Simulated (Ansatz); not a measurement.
# MoS2: stress in a strained cell

MoS2 is deformed so: equal xx and yy strain of -2 %. What stress and forces result, by LAPW, PAW and all-electron datasets made for the crystal?

Program: Ansatz 0.2.0. Level of theory: DFT PBEsol, scalar-relativistic. These are calculated values, not measurements.

## 1. The starting structure

The structure is trigonal, space group R3m (No. 160). The conventional cell has a = 3.163 Å, b = 3.163 Å, c = 18.370 Å, α = 90.00°, β = 90.00°, γ = 120.00°. Mo (site symmetry 3m) is surrounded by 6 S at 2.36 Å. Around S (site symmetry 3m) lie 3 Mo at 2.36 Å.

As a file:

```xyz
3
Lattice="1.5815 0.9131 6.1233 -1.5815 0.9131 6.1233 0.0000 -1.8262 6.1233" Properties=species:S:1:pos:R:3 pbc="T T T"
Mo    0.0000    0.0000    0.0000
S     0.0000    0.0000   13.7481
S     0.0000    0.0000   10.7446
```

Atoms are numbered in the order of the input: Mo1, S2, S3.

## 2. After the deformation

Space group R3m before, R3m after.

## 3. All-electron LAPW

The input, input.yaml:

```yaml
crystal:
  lattice:
    - [1.5498703497, 0.8948180636, 6.12333]
    - [-1.5498703497, 0.8948180636, 6.12333]
    - [0.0, -1.7896361271, 6.12333]
  atoms:
    - { symbol: Mo, position: [0.0, 0.0, 0.0] }
    - { symbol: S, position: [0.7484, 0.7484, 0.7484] }
    - { symbol: S, position: [0.5849, 0.5849, 0.5849] }
kpoints:
  mp_grid: { grid: [13, 13, 13] }
  band_path:
    path:
      - [0.0, 0.0, 0.0]
      - [0.5, 0.5, 0.5]
      - [0.8190968444, 0.1809031556, 0.5]
      - [0.5, -0.1809031556, 0.1809031556]
      - [0.5, 0.0, 0.0]
      - [0.0, 0.0, 0.0]
      - [0.3404515778, -0.3404515778, 0.0]
      - [0.6595484222, 0.0, 0.3404515778]
      - [0.5, 0.0, 0.5]
    npoints: 5
scf:
  occupations: { method: fermi_dirac, width: 0.05 }
hamiltonian:
  xc: pbesol
  pseudopotentials: { kind: all_electron, lapw: { basis_error: 0.0005 } }
output:
  forces: true
  stress: true
  eigenvalues: true
```

Command:

```console
$ ansatz run input.yaml --threads 1 --pin off --max-ram 6144MiB --backend cpu --events-out ev --progress --plain --runs-dir out
```

## 4. Frozen-core PAW

The input, input.yaml:

```yaml
crystal:
  lattice:
    - [1.5498703497, 0.8948180636, 6.12333]
    - [-1.5498703497, 0.8948180636, 6.12333]
    - [0.0, -1.7896361271, 6.12333]
  atoms:
    - { symbol: Mo, position: [0.0, 0.0, 0.0] }
    - { symbol: S, position: [0.7484, 0.7484, 0.7484] }
    - { symbol: S, position: [0.5849, 0.5849, 0.5849] }
kpoints:
  mp_grid: { grid: [13, 13, 13] }
scf:
  occupations: { method: fermi_dirac, width: 0.05 }
hamiltonian:
  xc: pbesol
  pseudopotentials: { kind: paw }
output:
  forces: true
  stress: true
  eigenvalues: true
  efg: { contact_densities: true }
  write_density: true
  write_potential: true
  elf: true
  volumetric_format: npy
```

## 5. Datasets made for this crystal

Changes to input.yaml since step 4:

```diff
@@ -15,3 +15,3 @@
   xc: pbesol
-  pseudopotentials: { kind: paw }
+  pseudopotentials: { kind: all_electron, datasets: crystal }
 output:
@@ -21,5 +21 @@
   efg: { contact_densities: true }
-  write_density: true
-  write_potential: true
-  elf: true
-  volumetric_format: npy
```

(Steps that only read results are left out.)

Q: Predict the outcome of this session. Wanted: pressure; largest shear or deviatoric stress.

As calculated:

| quantity | value |
| --- | --- |
| pressure | LAPW 11.47, PAW 11.45, crystal datasets 11.47 GPa |
| largest shear or deviatoric stress (LAPW) | 3.37 GPa |

In words: The largest part of the stress beyond the pressure is 3.37 GPa in size, in the zz component; the atoms are carried along and not relaxed. No run of the undeformed cell stands beside it, so the pressure holds what the given cell had before the change. PAW: stress within 0.02 GPa of LAPW, forces within 1 meV/Å. Crystal datasets: stress within 0.01 GPa of LAPW, forces within 1 meV/Å.
